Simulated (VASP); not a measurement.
Si:

```
Si
1.0
     0.00000    2.72185    2.72185
     2.72185    0.00000    2.72185
     2.72185    2.72185    0.00000
Si
2
Cartesian
  2.7219 2.7219 2.7219
  4.0828 4.0828 4.0828
```

| Quantity | Value |
| --- | --- |
| Program | VASP 6.6.1 |
| Task | relaxation of cell and atoms |
| Functional | B3LYP |
| Potentials or basis | VASP PAW PBE potentials, release 64 (Si) |
| Cutoff | 600 eV |
| k mesh | 4 × 4 × 4 |
| Occupations | fermi-dirac, width 0.05 eV |
| Spin | no spin polarisation |

At the start: pressure 2.5 GPa; volume 20.16 Å³/atom.

How do energy, volume and symmetry change on relaxing?

Over 3 steps the energy falls by 4.2 meV/atom and the volume is 20.70 Å³/atom (+2.7 %); space group Fd-3m (No. 227, to 0.05 Å).

The path:
```tsv
step	energy change (eV)	largest force (eV/Å)	pressure (GPa)	volume (Å³)
1	0.0000	0.0000	2.55	40.33
2	-0.0039	0.0000	-1.69	42.23
3	-0.0083	0.0000	-0.01	41.41
```

Final structure:
```cif
data_structure
_symmetry_space_group_name_H-M 'P 1'
_symmetry_Int_Tables_number 1
_cell_length_a 3.8833
_cell_length_b 3.8833
_cell_length_c 3.8833
_cell_angle_alpha 60.000
_cell_angle_beta 60.000
_cell_angle_gamma 60.000
_cell_volume 41.41
loop_
_atom_site_label
_atom_site_type_symbol
_atom_site_fract_x
_atom_site_fract_y
_atom_site_fract_z
_atom_site_occupancy
Si1 Si 0.50000 0.50000 0.50000 1
Si2 Si 0.75000 0.75000 0.75000 1
```

Caveat: the k mesh is coarse (spacing up to 0.50 Å⁻¹), so the values aren't converged, least of all with exact exchange; the PAW data sets were made with another functional, which shifts forces and pressure a little.
